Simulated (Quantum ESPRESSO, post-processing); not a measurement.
# BeS, zinc blende or diamond type, strained in the (001) plane, stepped through biaxial strain in the plane, part 2 of 2

What law, if any, do the results for BeS, zinc blende or diamond type, strained in the (001) plane follow against biaxial strain in the plane?

Quantum ESPRESSO 7.5; plane-wave DFT, PBE, GBRV ultrasoft pseudopotentials.

So far. Step 9 (Variable-cell relaxation, 3 %):  The last row is no step: it is a fresh SCF in the final cell with a new plane-wave basis, +0 meV from the row before.

The structure was built from a prototype and need not be the compound's stable phase.

**11. Complex bands with pwcond.x, 3 %**

m7.cbs.in reads:

```
&inputcond
  outdir = './out'
  prefixl = 'm7.scf'
  band_file = 'm7.cbs'
  ikind = 0
  ewind = 4.0
  epsproj = 1e-05
  nz1 = 7
  energy0 = 4.95
  denergy = -0.15
/
3
  0.00000000 0.00000000 1.00000000
  0.50000000 0.00000000 1.00000000
  0.50000000 0.50000000 1.00000000
41
```

Started as:

```
$ OMP_NUM_THREADS=1 mpirun -n 4 pwcond.x -in m7.cbs.in > m7.cbs.out
```

The job ended after 2.1 min (4 MPI ranks of Intel Xeon Platinum 8488C (Sapphire Rapids), shared host; peak memory 0.28 GiB; 8.3 min of CPU time).

K across = (0, 0) in the cell's reciprocal vectors; values within 0.0025 1/Å of each other count once, columns are sorted by size at each energy, a dash where no further value was kept. Table of Im kz of the slowest decaying states by energy, zero at the highest filled level of the SCF mesh:

| energy (eV) | decay 1 (Å⁻¹) | decay 2 (Å⁻¹) | decay 3 (Å⁻¹) |
| --- | --- | --- | --- |
| -1.05 | 0.763 | 1.60 | 1.8 |
| -0.90 | 0.75 | 1.57 | 1.79 |
| -0.75 | 0.736 | 1.54 | 1.78 |
| -0.60 | 0.722 | 1.52 | 1.77 |
| -0.45 | 0.707 | 1.49 | 1.75 |
| -0.30 | 0.693 | 1.46 | 1.74 |
| -0.15 | 0.123 | 0.678 | 1.43 |
| 0.00 | 0.013 | 0.191 | 0.662 |
| 0.15 | 0.114 | 0.237 | 0.647 |
| 0.30 | 0.157 | 0.271 | 0.63 |
| 0.45 | 0.189 | 0.299 | 0.614 |
| 0.60 | 0.214 | 0.323 | 0.596 |
| 0.75 | 0.234 | 0.342 | 0.578 |
| 0.90 | 0.251 | 0.359 | 0.559 |
| 1.05 | 0.266 | 0.373 | 0.54 |
| 1.20 | 0.278 | 0.384 | 0.519 |
| 1.35 | 0.289 | 0.394 | 0.498 |
| 1.50 | 0.297 | 0.403 | 0.474 |
| 1.65 | 0.305 | 0.41 | 0.45 |
| 1.80 | 0.311 | 0.415 | 0.423 |
| 2.10 | 0.32 | 0.361 | 0.422 |
| 2.25 | 0.322 | 0.325 | 0.423 |
| 2.40 | 0.281 | 0.324 | 0.424 |
| 2.55 | 0.228 | 0.325 | 0.424 |
| 2.70 | 0.153 | 0.324 | 0.422 |
| 2.85 | 0.323 | 0.419 | 0.768 |
| 3.00 | 0.321 | 0.416 | 0.723 |
| 3.15 | 0.318 | 0.411 | 0.676 |
| 3.30 | 0.314 | 0.405 | 0.628 |
| 3.45 | 0.309 | 0.398 | 0.576 |
| 3.60 | 0.302 | 0.39 | 0.523 |
| 3.75 | 0.295 | 0.381 | 0.466 |
| 4.05 | 0.277 | 0.34 | 0.359 |
| 4.20 | 0.265 | 0.345 | 1.39 |
| 4.35 | 0.166 | 0.252 | 0.33 |
| 4.50 | 0.238 | 0.313 | 1.36 |
| 4.65 | 0.22 | 0.294 | 1.35 |
| 4.80 | 0.199 | 0.272 | 1.33 |
| 4.95 | 0.174 | 0.247 | 1.32 |

**12. Variable-cell relaxation, 4 %**

m8.relax.in reads:

```
&control
  prefix = 'm8.relax'
  outdir = './out'
  pseudo_dir = './pseudo'
  nstep = 40
  forc_conv_thr = 0.001
  calculation = 'vc-relax'
/
&system
  ibrav = 0
  nat = 4
  ntyp = 2
  ecutwfc = 50
  ecutrho = 250
  occupations = 'fixed'
/
&electrons
  conv_thr = 1e-10
  mixing_beta = 0.6
  electron_maxstep = 120
/
&ions
/
&cell
  cell_dofree = 'z'
  press_conv_thr = 0.3
/
ATOMIC_SPECIES
  Be  9.0122  be_pbe_v1.4.uspp.F.UPF
  S   32.0600  s_pbe_v1.4.uspp.F.UPF
CELL_PARAMETERS angstrom
  3.58696956592000 0.00000000000000 0.00000000000000
  0.00000000000000 3.58696956592000 0.00000000000000
  0.00000000000000 0.00000000000000 4.87754395200000
ATOMIC_POSITIONS crystal
  Be  0.000000000000 0.000000000000 0.000000000000
  S   0.500000000000 0.000000000000 0.249999986900
  Be  0.500000000000 0.500000000000 0.500000000000
  S   0.000000000000 0.500000000000 0.750000013100
K_POINTS automatic
  8 8 6 0 0 0
```

Started as:

```
$ OMP_NUM_THREADS=1 mpirun -n 4 pw.x -nk 4 -in m8.relax.in > m8.relax.out
```

Wall time 93 s (4 MPI ranks); peak memory 0.39 GiB; 6.2 min of CPU time.

The steps of the relaxation:

| step | energy less that of the first step (eV) | largest force (eV/Å) | volume (Å³) |
| --- | --- | --- | --- |
| 1 | 0.0000 | 0.0000 | 62.76 |
| 2 | -0.0098 | 0.0000 | 62.32 |
| 3 | -0.0178 | 0.0000 | 61.85 |
| 4 | -0.0247 | 0.0000 | 61.14 |
| 5 | -0.0257 | 0.0000 | 60.74 |
| 6 | -0.0256 | 0.0018 | 60.74 |

| conventional cell, symmetrised | before | after | change |
| --- | --- | --- | --- |
| a (Å) | 3.587 | 3.587 | +0.0 % |
| b (Å) | 3.587 | 3.587 | +0.0 % |
| c (Å) | 4.878 | 4.721 | -3.2 % |
| volume (Å³/atom) | 15.69 | 15.18 | -3.2 % |

 The last row is no step: it is a fresh SCF in the final cell with a new plane-wave basis, +0 meV from the row before.

Numbers from this step:

```
free energy                    : -1428.5643 eV
valence top, on the run's zero : 5.018 eV
```

**13. Self-consistent run, 4 %**

m8.scf.in reads:

```
&control
  prefix = 'm8.scf'
  outdir = './out'
  pseudo_dir = './pseudo'
  calculation = 'scf'
  tprnfor = .true.
/
&system
  ibrav = 0
  nat = 4
  ntyp = 2
  ecutwfc = 40
  ecutrho = 200
  occupations = 'fixed'
  nbnd = 14
/
&electrons
  conv_thr = 1e-09
  mixing_beta = 0.6
  electron_maxstep = 120
/
ATOMIC_SPECIES
  Be  9.0122  be_pbe_v1.4.uspp.F.UPF
  S   32.0600  s_pbe_v1.4.uspp.F.UPF
CELL_PARAMETERS angstrom
  3.58696956600000 0.00000000000000 0.00000000000000
  0.00000000000000 3.58696956600000 0.00000000000000
  0.00000000000000 0.00000000000000 4.72052482000000
ATOMIC_POSITIONS crystal
  Be  0.000000000000 0.000000000000 0.000000000000
  S   0.500000000000 0.000000000000 0.250000024500
  Be  0.500000000000 0.500000000000 0.500000000000
  S   0.000000000000 0.500000000000 0.749999975500
K_POINTS automatic
  8 8 6 0 0 0
```

Started as:

```
$ OMP_NUM_THREADS=1 mpirun -n 4 pw.x -nk 4 -in m8.scf.in > m8.scf.out
```

Wall time 14 s (4 MPI ranks); peak memory 0.32 GiB; 54 s of CPU time.

This step gave:

* free energy: -1428.5574 eV
* conduction bottom, on the run's zero: 7.740 eV
* gap by band count: 2.722 eV

**14. Complex bands with pwcond.x, 4 %**

m8.cbs.in is the input of step 11 with these lines changed:

```diff
@@ -2,4 +2,4 @@
   outdir = './out'
-  prefixl = 'm7.scf'
-  band_file = 'm7.cbs'
+  prefixl = 'm8.scf'
+  band_file = 'm8.cbs'
   ikind = 0
```

Started as:

```
$ OMP_NUM_THREADS=1 mpirun -n 4 pwcond.x -in m8.cbs.in > m8.cbs.out
```

The job ended after 2.1 min (4 MPI ranks; peak memory 0.28 GiB).

K across = (0, 0) in the cell's reciprocal vectors; values within 0.0025 1/Å of each other count once, columns are sorted by size at each energy, a dash where no further value was kept. The Im kz of the slowest decaying states by energy, zero at the highest filled level of the SCF mesh:

| energy (eV) | decay 1 (Å⁻¹) | decay 2 (Å⁻¹) | decay 3 (Å⁻¹) |
| --- | --- | --- | --- |
| -1.05 | 0.736 | 1.55 | 1.77 |
| -0.75 | 0.709 | 1.50 | 1.74 |
| -0.45 | 0.682 | 1.44 | 1.72 |
| -0.15 | 0.161 | 0.653 | 1.39 |
| 0.00 | 0.016 | 0.216 | 0.638 |
| 0.15 | 0.114 | 0.256 | 0.623 |
| 0.45 | 0.188 | 0.314 | 0.59 |
| 0.60 | 0.213 | 0.336 | 0.573 |
| 0.90 | 0.25 | 0.37 | 0.537 |
| 1.20 | 0.276 | 0.395 | 0.497 |
| 1.50 | 0.295 | 0.412 | 0.451 |
| 1.80 | 0.308 | 0.399 | 0.424 |
| 2.10 | 0.315 | 0.334 | 0.43 |
| 2.40 | 0.246 | 0.319 | 0.432 |
| 2.70 | 0.067 | 0.318 | 0.429 |
| 3.00 | 0.314 | 0.423 | 0.664 |
| 3.30 | 0.305 | 0.412 | 0.565 |
| 3.45 | 0.299 | 0.405 | 0.511 |
| 3.75 | 0.284 | 0.387 | 0.396 |
| 4.05 | 0.256 | 0.263 | 0.364 |
| 4.35 | 0.235 | 0.334 | 1.33 |
| 4.65 | 0.196 | 0.297 | 1.30 |
| 4.95 | 0.133 | 0.248 | 1.28 |

**15. The series side by side**

The series in one table, energies over the lowest:

| biaxial strain in the plane | energy (eV) | gap on the mesh (eV) | peak of the slowest decay at Γ (1/Å) | energy of that peak over the valence top (eV) | peak of the slowest decay at (1/2, 0) (1/Å) |
| --- | --- | --- | --- | --- | --- |
| -4 % | 0.1077 | 2.705 | 0.359 | 2.55 | - |
| -3 % | 0.0592 | 2.823 | 0.354 | 2.55 | - |
| -2 % | 0.0257 | 2.937 | 0.349 | 2.55 | - |
| -1 % | 0.0063 | 3.046 | 0.344 | 2.55 | - |
| 0 % | 0.0000 | 3.15 | 0.339 | 2.55 | - |
| 1 % | 0.0061 | 3.029 | 0.333 | 2.4 | - |
| 2 % | 0.0236 | 2.918 | 0.327 | 2.25 | - |
| 3 % | 0.0514 | 2.816 | 0.322 | 2.25 | - |
| 4 % | 0.0902 | 2.722 | 0.315 | 2.1 | 0.413 |

**16. Worked from the printed numbers**

Within ±2 % E = 61.6 eV × ε². With E = V M ε² for equal strain along both axes, M = 61.6/58.02 Å³ × 160.2 = 170 GPa.

**17. Summary of results**

```
gap on the mesh, at -4 % and at 4 %                          : 2.71, 2.72 eV
peak of the slowest decay at Γ, at -4 % and at 4 %           : 0.36, 0.32 1/Å
energy of that peak over the valence top, at -4 % and at 4 % : 2.55, 2.10 eV
biaxial modulus, with c free                                 : 170 GPa
```

**Reading.** The series holds 9 members; biaxial modulus, with c free: 170 GPa (PBE, GBRV ultrasoft). From -4 % to 4 % the gap on the mesh goes from 2.71 to 2.72 eV by way of 3.15 at 0 %. Strain of either sign splits the degenerate band edges, which is one way to get a peak at zero. From -4 % to 4 % the peak of the slowest decay at Γ falls from 0.36 to 0.32 1/Å. From -4 % to 4 % the energy of that peak over the valence top falls from 2.55 to 2.10 eV. Atoms keep their symmetric sites, so polar or tilted distortions are left out; semilocal gaps and decay constants are too small; no spin-orbit coupling; three points across.

[Logs are printed without paths, hosts, clocks, repeated set-up lines and the standing remarks that a program may print on its own settings, such as how far it seeks lower states.]

[Hosts, paths, dates, database ids (printed as entryN), source tags and the programs' standing remarks are cut or masked in the printed files.]

[Maps of the electrostatic potential energy from Ansatz leave out the sawtooth potential of an applied field or a dipole correction, so their vacuum need not be flat; planar profiles and work functions include it.]
